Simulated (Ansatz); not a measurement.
Below is a relaxed structure of PbO₂. The cell was found from a structure generator's guess, not taken from experiment.

The calculation used Ansatz 0.2.0, DFT PBE+D3(BJ), scalar-relativistic, plane waves, PAW. Cutoff 420 eV, Γ-centred mesh, Gaussian smearing, no spin polarisation.

```xyz
3
Lattice="1.7418 1.0056 3.9410 -1.7418 1.0056 3.9410 0.0000 -2.0112 3.9410" Properties=species:S:1:pos:R:3 pbc="T T T"
Pb    0.0000    0.0000    5.9115
O     0.0000    0.0000    8.8625
O     0.0000    0.0000    2.9605
```

Energies over the elements count from the elements' standard structures at the same level (O₂ as a molecule), with no fitted energy shifts.

(1) What space group does it have?

(2) What is its formation energy per atom?

(3) Is it a metal?

Results:

(1) R-3m (No. 166), the cadmium chloride type. Conventional cell: a = 3.484 Å, c = 11.823 Å. Pb is surrounded by 6 O at 2.24 Å; O is surrounded by 3 Pb at 2.24 Å.

(2) −0.78 eV/atom. A negative formation energy is needed for stability but isn't enough: competing phases decide.

(3) There is no gap on the 18×18×18 mesh, but valence and conduction bands overlap by only 0.09 eV, so at this level it is a semimetal.

The last run used an 18×18×18 mesh for its 3-atom cell and Gaussian smearing of 0.10 eV. These runs have no spin–orbit coupling, which can matter for Pb. The zero gap may come from the functional, which often closes small gaps. A later test with randomly moved atoms came back to the same energy, though modes that don't fit the test's cell weren't probed.
